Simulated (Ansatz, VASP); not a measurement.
**One calculation of MgO, two programs**

```
Mg O
1.0
     2.62343    0.00000    0.00000
     0.00000    2.62343    0.00000
     0.00000    0.00000    2.62343
Mg O
1 1
Cartesian
  0.0000 0.0000 0.0000
  1.3117 1.3117 1.3117
```

Alike in both runs: functional r2SCAN; k mesh 10 × 10 × 10; no spin polarisation.

Ansatz relaxed the structure, and its values are those at the end. VASP's run is a single point on that final structure, the one shown.

|  | VASP | Ansatz |
| --- | --- | --- |
| version | VASP 6.6.1 | Ansatz 0.2.0 |
| potentials or method | VASP PAW PBE potentials, release 64 (Mg, O) | scalar-relativistic, plane waves, PAW |
| plane-wave cutoff (eV) | 520 | 500 |
| occupations | gaussian, width 0.01 eV | fixed |
| valence electrons in the cell | 8 | 16 |

VASP gave:

```
gap on the k mesh at the Fermi level (eV) : 3.45
least direct gap on the mesh (eV)         : 4.51
pressure (GPa)                            : -1.2
```

**Question.** Which values does Ansatz return?

**Answer.** gap on the k mesh at the Fermi level (eV): 3.49; least direct gap on the mesh (eV): 4.54; pressure (GPa): 0.0.

The two sets of potentials don't hold the same shells in valence.

Caveats: the PAW data sets were made with another functional, which shifts forces and pressure a little (VASP). A k mesh can miss the band edges.
